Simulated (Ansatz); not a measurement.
**MgTe: how the settings move a single-point run**

Question: which choices in the input matter for MgTe? The cell is built on a prototype (zincblende) and needn't be the phase found in nature.

Program: Ansatz 0.2.0. Level of theory: reference: DFT, HSE06, plane waves, PAW. These are calculated values, not measurements.

### Step 1. Starting point

Symmetry: F-43m, No. 216, cubic system. The conventional cell has a = 6.466 Å, b = 6.466 Å, c = 6.466 Å, α = 90.00°, β = 90.00°, γ = 90.00°. Mg (site symmetry -43m) is surrounded by 4 Te at 2.80 Å. Te (site symmetry -43m) is surrounded by 4 Mg at 2.80 Å.

Coordinates:

```
Mg Te
1.0
     0.00000    3.23311    3.23311
     3.23311    0.00000    3.23311
     3.23311    3.23311    0.00000
Mg Te
1 1
Direct
  0.00000 0.00000 0.00000
  0.25000 0.25000 0.25000
```

### Step 2. The reference run

Contents of input.yaml:

```yaml
crystal:
  lattice:
    - [0.0, 3.2331115436, 3.2331115436]
    - [3.2331115436, 0.0, 3.2331115436]
    - [3.2331115436, 3.2331115436, 0.0]
  atoms:
    - { symbol: Mg, position: [0.0, 0.0, 0.0] }
    - { symbol: Te, position: [0.25, 0.25, 0.25] }
kpoints:
  mp_grid: { grid: [4, 4, 4] }
hamiltonian:
  xc: hse06
scf:
  occupations: { method: fixed }
  n_extra_bands: 4
output:
  forces: true
  stress: true
  eigenvalues: true
```

Launch:

```
$ ansatz run input.yaml --threads 4 --pin off --max-ram 3686MiB --backend cpu --events-out ev --progress --plain --runs-dir out
```

### Step 3. Changed: xc pbesol

input.yaml, as its differences from that of step 2:

```diff
@@ -11,3 +11,3 @@
 hamiltonian:
-  xc: hse06
+  xc: pbesol
 scf:
```

### Step 4. Variant: exchange pbe, correlation pbe, coeff 0.05, omega 0.3

input.yaml, as its differences from that of step 2:

```diff
@@ -11,3 +11,3 @@
 hamiltonian:
-  xc: hse06
+  xc: { exchange: pbe, correlation: pbe, exx: { coeff: 0.05, omega: 0.3 } }
 scf:
```

### Step 5. Variant: exchange pbe, correlation pbe, coeff 0.5

input.yaml, as its differences from that of step 2:

```diff
@@ -11,3 +11,3 @@
 hamiltonian:
-  xc: hse06
+  xc: { exchange: pbe, correlation: pbe, exx: { coeff: 0.5 } }
 scf:
```

### Step 6. Variant: exchange pbe, correlation pbe, coeff 0.15, omega 0.1

input.yaml, as its differences from that of step 2:

```diff
@@ -11,3 +11,3 @@
 hamiltonian:
-  xc: hse06
+  xc: { exchange: pbe, correlation: pbe, exx: { coeff: 0.15, omega: 0.1 } }
 scf:
```

### Step 7. Changed: exchange pbe, correlation pbe, coeff 0.05, omega 0.5

input.yaml, as its differences from that of step 2:

```diff
@@ -11,3 +11,3 @@
 hamiltonian:
-  xc: hse06
+  xc: { exchange: pbe, correlation: pbe, exx: { coeff: 0.05, omega: 0.5 } }
 scf:
```

### Step 8. Changing settings: occupations.method methfessel_paxton, occupations.width 0.05

input.yaml, as its differences from that of step 2:

```diff
@@ -13,3 +13,3 @@
 scf:
-  occupations: { method: fixed }
+  occupations: { method: methfessel_paxton, width: 0.05 }
   n_extra_bands: 4
```

**Question.** What will these runs give? Wanted: for each run, ending; energy change; pressure; gap; force.

**Answer**, as computed:

```csv
run,ending,energy change,pressure (GPa),gap (eV),force (eV/Å),cycles,time
reference,converged,0,0.1,3.28,0.00,11,10 s
1: xc pbesol,converged,not comparable,-0.3,2.29,0.00,6,0.81 s
"2: exchange pbe, correlation pbe, coeff 0.05, omega 0.3",converged,not comparable,0.7,2.54,0.00,9,9.8 s
"3: exchange pbe, correlation pbe, coeff 0.5",converged,not comparable,-0.7,5.54,0.00,15,12 s
"4: exchange pbe, correlation pbe, coeff 0.15, omega 0.1",converged,not comparable,0.3,3.10,0.00,9,9.9 s
"5: exchange pbe, correlation pbe, coeff 0.05, omega 0.5",converged,not comparable,0.7,2.49,0.00,9,9.9 s
"6: occupations.method methfessel_paxton, occupations.width 0.05",converged,0.0 meV/atom (σ→0),0.1,3.28,0.00,12,10 s
```

Residual by cycle in the longest SCF loop of each run; runs are numbered as in the table. The quantity is the density residual dr2, in eV.

```csv
cycle,reference,run 1,run 2,run 3,run 4,run 5,run 6
1,0.00381,0.00215,1.7e-4,0.00993,0.00158,1.2e-4,0.00386
2,6.7e-4,3.0e-4,1.9e-5,0.00216,2.4e-4,2.5e-5,6.6e-4
3,1.2e-4,1.6e-5,1.9e-6,0.00538,3.9e-5,1.2e-6,1.2e-4
4,8.5e-6,1.8e-6,2.0e-7,7.6e-4,2.6e-6,1.3e-7,8.8e-6
5,5.5e-7,2.4e-7,1.3e-8,6.0e-5,1.7e-7,8.6e-9,6.5e-7
6,-,6.0e-9,-,9.6e-6,-,-,-
```

What this shows: «occupations.method methfessel_paxton, occupations.width 0.05» leaves the energy as it was. Of the variants the dearest is «exchange pbe, correlation pbe, coeff 0.5» (12 s), the cheapest «xc pbesol» (0.81 s), on a shared host. The gap of the reference lacks spin-orbit coupling, though the cell holds Te.
